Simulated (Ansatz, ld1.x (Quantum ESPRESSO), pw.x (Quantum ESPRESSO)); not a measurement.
Equation-of-state test of one PAW potential (Hg (Z = 80))

```
Element                 : mercury (Hg)
Generator               : ld1.x (Quantum ESPRESSO) 7.5
Type                    : PAW
Functional              : PBEsol
Relativity              : scalar-relativistic
Frozen core             : [Xe] 4f14
Valence charge          : 12
Reference configuration : 5d10 6s2 6p0
Partial waves           : 6s (bound): rcut 2.50, rcutus 2.70 bohr; 6s channel at 1.95 Ry: rcut 2.50, rcutus 2.70 bohr; 6p (bound, empty): rcut 2.65, rcutus 2.84 bohr; 6p channel at 0.75 Ry: rcut 2.65, rcutus 2.84 bohr; 5d (bound): rcut 1.20, rcutus 1.60 bohr; 5d channel at 0.6 Ry: rcut 1.20, rcutus 1.60 bohr
Local potential         : all-electron potential smoothed inside 3.20 bohr (lloc = -1)
Core correction         : Bessel-smoothed model core inside 0.90 bohr
Augmentation charge     : PSQ, inside the norm-conserving radii
```

Crystal test: fcc Hg in pw.x 7.5, no spin, 12³ k-points, Fermi–Dirac smearing 0.01 Ry, cutoffs 100/800 Ry. The reference is all-electron LAPW (Ansatz 0.2.0) with the same functional, mesh and smearing; V0 and B0 come from Birch–Murnaghan fits to the pressures at five volumes. Errors are pseudo minus all-electron; Δ is the rms difference of the E(V) curves that follow from these fits, minima aligned, over ±6 % about the mean V0. Mesh and smearing are coarse, so the numbers serve the comparison and aren't converged zero-temperature values; the lattice is a test structure that the element need not adopt.

All-electron: a0 = 4.538 Å (V0 = 23.36 Å³/atom), B0 = 37.1 GPa.

**Question.** How far does the potential miss the all-electron equation of state?

**Answer.** mean pressure error (GPa): +1.01; a0 (Å): 4.577; a0 error (%): +0.85; B0 error (%): -5.8; Δ (meV/atom): 4.8. The largest radius (3.20 bohr) exceeds half the bond length (3.03 bohr), so the spheres overlap, which is one possible source of error among others. This is a poor potential for the solid. Atomic configuration tests: 1 of 7 tests not solved or not reliable.

```json
{"V (Å³/atom)": "22.180", "P all-electron (GPa)": "2.36", "P pseudo (GPa)": "3.67"}
{"V (Å³/atom)": "22.763", "P all-electron (GPa)": "1.07", "P pseudo (GPa)": "2.21"}
{"V (Å³/atom)": "23.347", "P all-electron (GPa)": "0.03", "P pseudo (GPa)": "1.01"}
{"V (Å³/atom)": "23.931", "P all-electron (GPa)": "-0.81", "P pseudo (GPa)": "0.05"}
{"V (Å³/atom)": "24.514", "P all-electron (GPa)": "-1.47", "P pseudo (GPa)": "-0.72"}
```

**Question.** At the middle volume, how do free energy and pressure move when the wave cutoff is lowered (ecutrho held at 800 Ry)?

**Answer.**

| cutoff (Ry) | shift of F (meV/atom) | shift of P (GPa) |
| --- | --- | --- |
| 45 | +90.6 | -0.44 |
| 60 | +45.6 | -1.29 |
| 80 | +4.4 | +0.15 |

The run at the middle volume (72 k-points, 8 iterations) took about 44 s on one core of a shared host (Neoverse-V1, 32 threads, 247 GiB, load 27).
